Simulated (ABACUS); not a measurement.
Crystal: CeO2.

```
CELL_PARAMETERS angstrom
0.00000 2.70365 2.70365
2.70365 0.00000 2.70365
2.70365 2.70365 0.00000
ATOMIC_POSITIONS crystal
Ce 0.00000 0.00000 0.00000
O 0.75000 0.75000 0.75000
O 0.25000 0.25000 0.25000
```

```yaml
Program: ABACUS 3.10.1
Task: single point
Functional: PBE
Potentials_or_basis: PseudoDojo NC SR 0.4.1 PBE standard, lanthanides 3+ (f in core)
Cutoff: 1143 eV
Density_cutoff: 4572 eV
Basis: plane waves
k_mesh: 9 × 9 × 9
Occupations: fermi-dirac, width 0.05 eV
Spin: collinear spin, ferromagnetic start
Starting_moments: "[1.0, 1.0, 1.0] μB"
```

On this cell: largest force zero by symmetry; net moment 1.00 μB per cell; band gap on the k mesh none (metal or under the smearing width).

The same run follows on a disturbed copy (atoms moved at random, drawn with an rms of 0.05 Å):

```xyz
3
Lattice="0.0000 2.7037 2.7037 2.7037 0.0000 2.7037 2.7037 2.7037 0.0000" Properties=species:S:1:pos:R:3 pbc="T T T"
Ce    0.0217    0.0165   -0.1210
O     4.0622    4.0869    4.0675
O     1.3431    1.3605    1.3342
```

What does the disturbed cell give?

The energy (extrapolated to zero smearing) moves by +37.1 meV/atom; largest force 1.798 eV/Å; net moment 1.00 μB per cell; band gap on the k mesh none (metal or under the smearing width).

Forces in eV/Å, atoms in the order of the input:
```
Ce  -0.282  0.087  1.774
O    0.029 -0.122 -1.071
O    0.253  0.034 -0.703
```

Caveats: the magnetic or orbital state may not be the lowest; all typed moments are zero, and the program then starts from 1 μB on every atom; spin-orbit coupling is left out, which moves the levels of the heavy elements; the 4f electrons are frozen in the core as for a trivalent ion, so they carry no moment and show no levels; there are fewer bands than atomic start orbitals, so a level may be missed at k points of high symmetry (some runs).
